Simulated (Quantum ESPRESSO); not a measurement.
# ZnSe (Stilleite) (F-43m) in Quantum ESPRESSO: further runs, part 2 of 3

Quantum ESPRESSO 7.5. Earlier steps stand in the parts before.

### 4 Phonons, PBE, target pressure 10 GPa, at which the enthalpy is minimised

pw.in reads:

```
&CONTROL
  calculation = 'scf'
  prefix = 'pwscf'
  outdir = './tmp'
  pseudo_dir = './pseudo'
  tprnfor = .true.
  tstress = .true.
  disk_io = 'low'
/
&SYSTEM
  ibrav = 0
  A = 4.00759839
  nat = 2
  ntyp = 2
  ecutwfc = 86
  nbnd = 26
  occupations = 'smearing'
  smearing = 'fd'
  degauss = 0.00367493
/
&ELECTRONS
  conv_thr = 4d-10
  electron_maxstep = 120
  mixing_beta = 0.5
/
ATOMIC_SPECIES
Se    78.9710 Se.upf
Zn    65.3800 Zn.upf
CELL_PARAMETERS alat
   0.0000000000    0.7071067817    0.7071067817
   0.7071067817    0.0000000000    0.7071067817
   0.7071067817    0.7071067817    0.0000000000
ATOMIC_POSITIONS alat
Se     1.0606601726    1.0606601726    1.0606601726
Zn     0.0000000000    0.0000000000    0.0000000000
K_POINTS automatic
4 4 4 1 1 1
```

relax.in reads:

```
&CONTROL
  calculation = 'vc-relax'
  prefix = 'pwscf'
  outdir = './tmp'
  pseudo_dir = './pseudo'
  tprnfor = .true.
  tstress = .true.
  disk_io = 'low'
  nstep = 40
  forc_conv_thr = 0.0001
  etot_conv_thr = 1d-06
/
&SYSTEM
  ibrav = 0
  A = 4.00759839
  nat = 2
  ntyp = 2
  ecutwfc = 86
  nbnd = 26
  occupations = 'smearing'
  smearing = 'fd'
  degauss = 0.00367493
/
&ELECTRONS
  conv_thr = 4d-10
  electron_maxstep = 120
  mixing_beta = 0.5
/
&IONS
  ion_dynamics = 'bfgs'
/
&CELL
  cell_dynamics = 'bfgs'
  press = 100
  press_conv_thr = 0.2
/
ATOMIC_SPECIES
Se    78.9710 Se.upf
Zn    65.3800 Zn.upf
CELL_PARAMETERS alat
   0.0000000000    0.7071067817    0.7071067817
   0.7071067817    0.0000000000    0.7071067817
   0.7071067817    0.7071067817    0.0000000000
ATOMIC_POSITIONS alat
Se     1.0606601726    1.0606601726    1.0606601726
Zn     0.0000000000    0.0000000000    0.0000000000
K_POINTS automatic
4 4 4 1 1 1
```

scf2.in reads:

```
&CONTROL
  calculation = 'scf'
  prefix = 'pwscf'
  outdir = './tmp'
  pseudo_dir = './pseudo'
  tprnfor = .true.
  tstress = .true.
  disk_io = 'low'
/
&SYSTEM
  ibrav = 0
  A = 3.880366
  nat = 2
  ntyp = 2
  ecutwfc = 86
  nbnd = 26
  occupations = 'fixed'
/
&ELECTRONS
  conv_thr = 1d-13
  electron_maxstep = 120
  mixing_beta = 0.5
  startingpot = 'file'
  startingwfc = 'file'
/
ATOMIC_SPECIES
Se    78.9710 Se.upf
Zn    65.3800 Zn.upf
CELL_PARAMETERS alat
   0.0000000000    0.7071067821    0.7071067821
   0.7071067821    0.0000000000    0.7071067821
   0.7071067821    0.7071067821    0.0000000000
ATOMIC_POSITIONS alat
Se     1.0606601731    1.0606601731    1.0606601731
Zn     0.0000000000    0.0000000000    0.0000000000
K_POINTS automatic
4 4 4 1 1 1
```

ph.in reads:

```
phonons of ZnSe
&INPUTPH
  prefix = 'pwscf'
  outdir = './tmp'
  tr2_ph = 1d-18
  fildyn = 'dyn'
  niter_ph = 90
  alpha_mix(1) = 0.7
  epsil = .true.
/
0.0000000000 0.0000000000 0.0000000000
```

dynmat.in reads:

```
&INPUT
  fildyn = 'dyn'
  asr = 'crystal'
  lperm = .true.
  filout = 'dynmat.disp'
  fileig = 'dynmat.eig'
/
```

dynmat_lo.in reads:

```
&INPUT
  fildyn = 'dyn'
  asr = 'crystal'
  filout = 'dynmat_lo.disp'
  fileig = 'dynmat_lo.eig'
  q(1) = 0
  q(2) = 0
  q(3) = 1
/
```

Potentials or basis: Ansatz NC SR PBE.

Command:

```bash
OMP_NUM_THREADS=1 mpirun -n 4 pw.x -nk 2 -in pw.in > pw.out
OMP_NUM_THREADS=1 mpirun -n 4 pw.x -nk 2 -in relax.in > relax.out
OMP_NUM_THREADS=1 mpirun -n 4 pw.x -nk 2 -in scf2.in > scf2.out
OMP_NUM_THREADS=1 mpirun -n 4 ph.x -nk 2 -in ph.in > ph.out
OMP_NUM_THREADS=1 mpirun -n 1 dynmat.x -in dynmat.in > dynmat.out
OMP_NUM_THREADS=1 mpirun -n 1 dynmat.x -in dynmat_lo.in > dynmat_lo.out
```

pw.out:

```text
[... set-up lines left out ...]
     Self-consistent Calculation

     iteration #  1     ecut=    86.00 Ry     beta= 0.50
     Davidson diagonalization with overlap
     ethr =  1.00E-02,  avg # of iterations =  5.4

     Threshold (ethr) on eigenvalues was too large:
     Diagonalizing with lowered threshold

     Davidson diagonalization with overlap
     ethr =  1.90E-04,  avg # of iterations =  4.3

     total energy              =    -660.58486300 Ry
     estimated scf accuracy    <       0.06847471 Ry

     iteration #  2     ecut=    86.00 Ry     beta= 0.50
     Davidson diagonalization with overlap
     ethr =  1.90E-04,  avg # of iterations =  2.0

     total energy              =    -660.60129120 Ry
     estimated scf accuracy    <       0.00750301 Ry

     iteration #  3     ecut=    86.00 Ry     beta= 0.50
     Davidson diagonalization with overlap
     ethr =  2.08E-05,  avg # of iterations =  2.9

     total energy              =    -660.60231284 Ry
     estimated scf accuracy    <       0.00094026 Ry

     iteration #  4     ecut=    86.00 Ry     beta= 0.50
     Davidson diagonalization with overlap
     ethr =  2.61E-06,  avg # of iterations =  2.7

     total energy              =    -660.60236807 Ry
     estimated scf accuracy    <       0.00003822 Ry

     iteration #  5     ecut=    86.00 Ry     beta= 0.50
     Davidson diagonalization with overlap
     ethr =  1.06E-07,  avg # of iterations =  2.0

     total energy              =    -660.60237245 Ry
     estimated scf accuracy    <       0.00000225 Ry

     iteration #  6     ecut=    86.00 Ry     beta= 0.50
     Davidson diagonalization with overlap
     ethr =  6.26E-09,  avg # of iterations =  2.1

     total energy              =    -660.60237279 Ry
     estimated scf accuracy    <       0.00000009 Ry

     iteration #  7     ecut=    86.00 Ry     beta= 0.50
     Davidson diagonalization with overlap
     ethr =  2.55E-10,  avg # of iterations =  2.4

     total energy              =    -660.60237282 Ry
     estimated scf accuracy    <       0.00000002 Ry

     iteration #  8     ecut=    86.00 Ry     beta= 0.50
     Davidson diagonalization with overlap
     ethr =  5.72E-11,  avg # of iterations =  2.0

     total energy              =    -660.60237282 Ry
     estimated scf accuracy    <          1.1E-09 Ry

     iteration #  9     ecut=    86.00 Ry     beta= 0.50
     Davidson diagonalization with overlap
     ethr =  2.98E-12,  avg # of iterations =  2.0

     total energy              =    -660.60237282 Ry
     estimated scf accuracy    <          7.4E-10 Ry

     iteration # 10     ecut=    86.00 Ry     beta= 0.50
     Davidson diagonalization with overlap
     ethr =  2.06E-12,  avg # of iterations =  2.0

     End of self-consistent calculation

          k = 0.0884 0.0884 0.0884 (  4147 PWs)   bands (ev):

  -116.8192 -70.9772 -70.9772 -70.9772 -38.5339 -38.5339 -38.5339 -38.5292
   -38.5292  -4.7757   1.8534   1.8623   1.8623   2.2140   2.2140   7.0683
     8.2318   8.2318  10.6583  14.1387  14.4537  14.4537  19.0820  19.0820
    19.1846  20.8378

          k = 0.2652 0.2652-0.0884 (  4133 PWs)   bands (ev):

  -116.8192 -70.9772 -70.9772 -70.9772 -38.5339 -38.5338 -38.5338 -38.5292
   -38.5292  -4.3452   1.9186   1.9224   1.9677   2.2038   2.2354   4.8070
     6.9166   7.8571  11.8553  14.5854  14.9966  15.2585  18.1466  19.7372
    20.8096  22.9689

          k =-0.2652-0.2652 0.4419 (  4138 PWs)   bands (ev):

  -116.8192 -70.9772 -70.9772 -70.9772 -38.5339 -38.5338 -38.5337 -38.5292
   -38.5292  -4.0534   1.9351   1.9573   2.1912   2.2359   2.3564   3.3851
     6.8361   7.2868  11.7175  14.2745  15.3223  16.8048  19.3651  20.8206
    21.5319  22.4079

          k =-0.0884-0.0884 0.2652 (  4125 PWs)   bands (ev):

  -116.8192 -70.9772 -70.9772 -70.9772 -38.5339 -38.5338 -38.5338 -38.5292
   -38.5292  -4.5338   1.8556   1.9133   1.9172   2.1988   2.2287   5.7795
     7.5810   7.6282  11.8104  13.3946  15.2960  15.4450  17.5104  19.9464
    20.5004  22.0904

          k = 0.4419 0.0884 0.0884 (  4116 PWs)   bands (ev):

  -116.8192 -70.9772 -70.9772 -70.9772 -38.5340 -38.5337 -38.5337 -38.5293
   -38.5291  -4.1587   1.8766   1.9997   2.0156   2.2214   2.2468   4.6196
     6.5952   6.8314  12.1665  12.8464  15.9567  16.9387  18.4757  21.3763
    22.4629  24.0082

          k =-0.0884-0.4419 0.6187 (  4141 PWs)   bands (ev):

  -116.8192 -70.9772 -70.9772 -70.9772 -38.5339 -38.5337 -38.5336 -38.5292
   -38.5291  -3.8594   1.9502   2.0372   2.1496   2.2248   2.4606   3.7140
     5.5091   6.3278  12.7605  13.9869  15.6659  17.4681  18.8323  21.6029
    22.5406  24.0468

          k = 0.0884-0.2652 0.4419 (  4138 PWs)   bands (ev):

  -116.8192 -70.9772 -70.9772 -70.9772 -38.5339 -38.5338 -38.5337 -38.5292
   -38.5291  -4.0658   1.9414   1.9729   2.1044   2.2278   2.2802   4.0419
     6.1152   7.1026  12.6485  13.9457  15.0919  16.6386  18.7788  20.9913
    22.0918  22.6778

          k =-0.6187 0.0884 0.0884 (  4135 PWs)   bands (ev):

  -116.8192 -70.9772 -70.9772 -70.9772 -38.5341 -38.5336 -38.5336 -38.5293
   -38.5291  -3.8646   1.8989   2.0757   2.0927   2.2551   2.3786   3.7929
     5.9169   6.3679  11.7129  12.5056  17.6968  18.5210  19.5075  22.0409
    22.7123  23.4810

          k = 0.2652 0.2652 0.2652 (  4158 PWs)   bands (ev):

  -116.8192 -70.9772 -70.9772 -70.9772 -38.5339 -38.5338 -38.5338 -38.5292
   -38.5292  -4.2217   1.9250   1.9250   2.1035   2.2262   2.2262   3.9019
     7.6254   7.6254  11.0158  14.8470  14.8470  16.4061  18.8287  19.9561
    19.9561  23.8416

          k =-0.2652-0.2652 0.7955 (  4137 PWs)   bands (ev):

  -116.8192 -70.9772 -70.9772 -70.9772 -38.5339 -38.5337 -38.5337 -38.5292
   -38.5291  -3.9413   1.9453   2.0022   2.1827   2.2217   2.4076   3.6429
     5.5869   7.0464  12.3363  14.5497  16.2973  16.5362  18.5407  19.5880
    22.5026  24.1003

     the Fermi energy is     9.6322 ev

!    total energy              =    -660.60237282 Ry
     estimated scf accuracy    <          3.0E-12 Ry
     smearing contrib. (-TS)   =      -0.00000000 Ry
     internal energy E=F+TS    =    -660.60237282 Ry

     The total energy is F=E-TS. E is the sum of the following terms:
     one-electron contribution =    -488.37553323 Ry
     hartree contribution      =     249.91244850 Ry
     xc contribution           =     -93.39615840 Ry
     ewald contribution        =    -328.74312970 Ry

     convergence has been achieved in  10 iterations

     Forces acting on atoms (cartesian axes, Ry/au):

     atom    1 type  1   force =     0.00000000    0.00000000   -0.00000000
     atom    2 type  2   force =     0.00000000   -0.00000000   -0.00000000

     Total force =     0.000000     Total SCF correction =     0.000000

     Computing stress (Cartesian axis) and pressure

          total   stress  (Ry/bohr**3)                   (kbar)     P=       20.93
   0.00014229  -0.00000000  -0.00000000           20.93       -0.00       -0.00
  -0.00000000   0.00014229  -0.00000000           -0.00       20.93       -0.00
  -0.00000000  -0.00000000   0.00014229           -0.00       -0.00       20.93

=------------------------------------------------------------------------------=
   JOB DONE.
=------------------------------------------------------------------------------=
```

Run time: 3.8 min. Hardware: 4 MPI ranks of Arm Neoverse V1, shared host; peak memory 0.32 GiB.

Results:

| Quantity | Value |
| --- | --- |
| Free energy | -8987.8032 eV |
| Relaxed volume | 20.66 Å³/atom |
| Relaxed cell | a = 3.880 Å, b = 3.880 Å, c = 3.880 Å, α = 60.00°, β = 60.00°, γ = 60.00° |
| Space group after relaxing (to 0.05 Å) | F-43m (No. 216) |
| Pressure after relaxing | 10.0 GPa |
| Electronic dielectric tensor (diagonal) | 7.20 |
| Born charges (mean of the diagonal) | Se -1.92; Zn +1.90 e |
| Highest phonon frequency at Γ, LO-TO splitting left out | 243 cm⁻¹ |
| Static dielectric tensor (diagonal) | 9.26 |

Step by step:
```csv
step,energy change (eV),largest force (eV/Å),pressure (GPa),volume (Å³)
1,0.0000,0.0000,2.09,45.51
2,0.0396,0.0000,5.03,43.70
3,0.1650,0.0000,10.57,41.08
4,0.1485,0.0000,9.95,41.34
5,0.1498,0.0000,10.00,41.31
```

Final structure:
```
CELL_PARAMETERS angstrom
0.00000 2.74383 2.74383
2.74383 0.00000 2.74383
2.74383 2.74383 0.00000
ATOMIC_POSITIONS crystal
Se 0.75000 0.75000 0.75000
Zn 0.00000 0.00000 0.00000
```

Levels at points of the mesh, in eV from the valence-band top:
```tsv
k point	band 16	band 17	band 18	band 19	band 20	band 21
(0.12, 0.12, 0.12)	-1.20	0.00	0.00	2.82	5.97	6.24
```

Phonon frequencies in cm⁻¹ (negative: imaginary):
| q point | frequencies |
| --- | --- |
| (0.000, 0.000, 0.000) | -4 -4 -4 243 243 243 |

Electronic dielectric tensor:
```
7.20 0.00 0.00
0.00 7.20 0.00
0.00 0.00 7.20
```

Born effective charge tensors (e):
atom 1, Se
```
-1.92  0.00  0.00
 0.00 -1.92  0.00
 0.00  0.00 -1.92
```
atom 2, Zn
```
1.90 0.00 0.00
0.00 1.90 0.00
0.00 0.00 1.90
```

Optical modes at Γ, degenerate ones joined, polar ones without the macroscopic field:
```csv
cm⁻¹,components,symmetry,active in,"IR intensity, summed ((D/Å)²/amu)"
243,3,T2,IR and Raman,7.05
```

Zone-centre frequencies without and with the macroscopic field along z (cm⁻¹):
```csv
,optical modes in rising order
without,243 243 243
with the field,243 243 275
```

Static dielectric tensor, electrons and zone-centre modes:
```
9.26 0.00 0.00
0.00 9.26 0.00
0.00 0.00 9.26
```

Caveat: the cell is more than 3 GPa from zero pressure, which shifts response properties.

(Continued in part 3 of 3.)
